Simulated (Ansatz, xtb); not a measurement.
Two isomers of C3H6O2

Structure a: `C1COCO1`, a singlet. Structure b: `CCC(=O)O`, a singlet. Both are isolated molecules in the gas phase, relaxed with B3LYP-D3(BJ)/def2-SVP; the shapes shown needn't be the lowest conformers.

a (Å):

```xyz
11

C    -1.8102   -0.0424    0.6031
C    -0.5696   -0.7041    1.2193
C    -0.0747    0.4343   -0.7099
O     0.4525   -0.4397    0.2678
O    -1.2454    0.9908   -0.1822
H    -2.3725   -0.7587   -0.0295
H    -2.4970    0.4001    1.3380
H    -0.3053   -0.2504    2.1918
H    -0.6909   -1.7912    1.3601
H    -0.2893   -0.1353   -1.6422
H     0.6402    1.2449   -0.9275
```

b (Å):

```csv
atom,x (Å),y (Å),z (Å)
C,-1.1353,-1.2086,1.0282
C,-0.6145,-0.5466,-0.2498
C,-0.7302,0.9613,-0.2584
O,-1.1740,1.6271,-1.1600
O,-0.2549,1.5146,0.8799
H,-2.2040,-0.9913,1.1824
H,-0.5862,-0.8485,1.9099
H,-1.0189,-2.3014,0.9706
H,0.4557,-0.7855,-0.3831
H,-1.1420,-0.9081,-1.1434
H,-0.3604,2.4766,0.7831
```

Quicker runs give these differences E(b) − E(a): GFN2-xTB −50.5 kJ/mol; HF/STO-3G +58.0 kJ/mol (at GFN2-xTB geometries); r2SCAN-D4/def2-SVP −153.8 kJ/mol (at GFN2-xTB geometries).

Task: Estimate which is lower in electronic energy at CCSD(T)/def2-SVP + ΔMP2/def2-TZVPP, and by roughly how much.

Result: The CCSD(T)/def2-SVP + ΔMP2/def2-TZVPP calculation puts structure b lower, by 142.9 kJ/mol.

How the difference moves with the method:

```csv
level,geometry,E(b) − E(a) (kJ/mol),departure from the last row (kJ/mol),"job, with rough time for the two"
GFN2-xTB,GFN2-xTB,−50.5,+92.4,"optimisation, 0.11 s"
HF/STO-3G,GFN2-xTB,+58.0,+200.9,"single point, 0.22 s"
r2SCAN-D4/def2-SVP,GFN2-xTB,−153.8,−10.9,"single point, 2.2 s"
B3LYP-D3(BJ)/def2-SVP,B3LYP-D3(BJ)/def2-SVP,−152.3,−9.4,"optimisation, 40 s"
HF/def2-SVP,B3LYP-D3(BJ)/def2-SVP,−149.9,−7.0,part of the CCSD(T) run
MP2/def2-SVP,B3LYP-D3(BJ)/def2-SVP,−172.9,−30.0,part of the CCSD(T) run
CCSD(T)/def2-SVP,B3LYP-D3(BJ)/def2-SVP,−162.1,−19.2,single point
CCSD(T)/def2-SVP + ΔMP2/def2-TZVPP,B3LYP-D3(BJ)/def2-SVP,−142.9,,"single point, 15 s"
```

As drawn, b has 1 C–C, 1 C=O, 1 O–H in place of 3 C–O, 1 C–H. Structure a has a 5-membered ring, b no ring.

HF/STO-3G puts the two in the other order. The largest departure from CCSD(T)/def2-SVP + ΔMP2/def2-TZVPP is that of HF/STO-3G, 200.9 kJ/mol. The last row adds to CCSD(T) the change of the MP2 difference between the two basis sets, here +19.2 kJ/mol, a large step that makes the value less sure.

With harmonic frequencies from B3LYP-D3(BJ)/def2-SVP (ideal gas, rigid rotor, one conformer each, 298.15 K, 1 atm): on the last row, ΔE + ΔZPE = −148.4 kJ/mol. A mode under 50 cm⁻¹ makes harmonic enthalpies and free energies unreliable, so none is given.

The correlated steps freeze 5 core orbitals. Run with Ansatz 0.2.0, xtb 6.7.1; the last row on 4 threads of Arm Neoverse V1 on a shared host.
